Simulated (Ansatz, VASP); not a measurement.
# One calculation of Cu, two programs

```
Cu
1.0
     0.00000    1.75933    1.75933
     1.75933    0.00000    1.75933
     1.75933    1.75933    0.00000
Cu
1
Direct
  0.00000 0.00000 0.00000
```

Alike in both runs: functional LDA; k mesh 18 × 18 × 18; occupations fermi-dirac, width 0.05 eV; no spin polarisation.

Ansatz relaxed the structure, and its values are those at the end. VASP's run is a single point on that final structure, the one shown.

|  | VASP | Ansatz |
| --- | --- | --- |
| version | VASP 6.6.1 | Ansatz 0.2.0 |
| potentials or method | VASP PAW LDA potentials, release 64 (Cu) | PAW with Ansatz's default frozen-core files, scalar-relativistic |
| plane-wave cutoff (eV) | 520 | 420 |
| valence electrons in the cell | 11 | 19 |

Ansatz gave:

```
pressure (GPa) : 0.0
```

**Question.** Which values does VASP return?

**Answer.** Pressure (GPa): 0.9.

The two sets of potentials don't hold the same shells in valence.
